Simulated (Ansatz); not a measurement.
## Straining TaN

All numbers below come from DFT r2SCAN, scalar-relativistic, plane waves, PAW (Ansatz 0.2.0). Settings: 500 eV cutoff, 16×16×12 k-mesh, Gaussian smearing of 0.10 eV, no spin polarisation.

Reference structure (relaxed):

```yaml
crystal:
  lattice:
    - [2.19827, 2.19827, 0.00000]
    - [-2.19827, 2.19827, 0.00000]
    - [0.00000, 0.00000, 4.39653]
  atoms:
    - { symbol: Ta, position: [0.50000, 0.50000, 0.00000] }
    - { symbol: Ta, position: [0.00000, 0.00000, 0.50000] }
    - { symbol: N, position: [0.00000, 0.00000, 0.00000] }
    - { symbol: N, position: [0.50000, 0.50000, 0.50000] }
```

Deformation: biaxial strain in the a-b plane, with the length and tilt of c and the atoms relaxed, all within the symmetry that the strain leaves. Energies are extrapolated to zero smearing. On this cell's mesh the reference holds a stress of up to 0.10 GPa.

Spin–orbit coupling is left out, which can shift energies with elements as heavy as these.

Problem. Give the structure at +3.0 %.

Solution.
```yaml
crystal:
  lattice:
    - [2.26421, 2.26421, 0.00000]
    - [-2.26421, 2.26421, 0.00000]
    - [0.00000, 0.00000, 4.34496]
  atoms:
    - { symbol: Ta, position: [0.50000, 0.50000, 0.00000] }
    - { symbol: Ta, position: [0.00000, 0.00000, 0.50000] }
    - { symbol: N, position: [0.00000, 0.00000, 0.00000] }
    - { symbol: N, position: [0.50000, 0.50000, 0.50000] }
```
Space group I4/mmm (139), 43.1 meV/atom over the relaxed crystal.

This rock-salt form isn't the usual stable structure of the compound.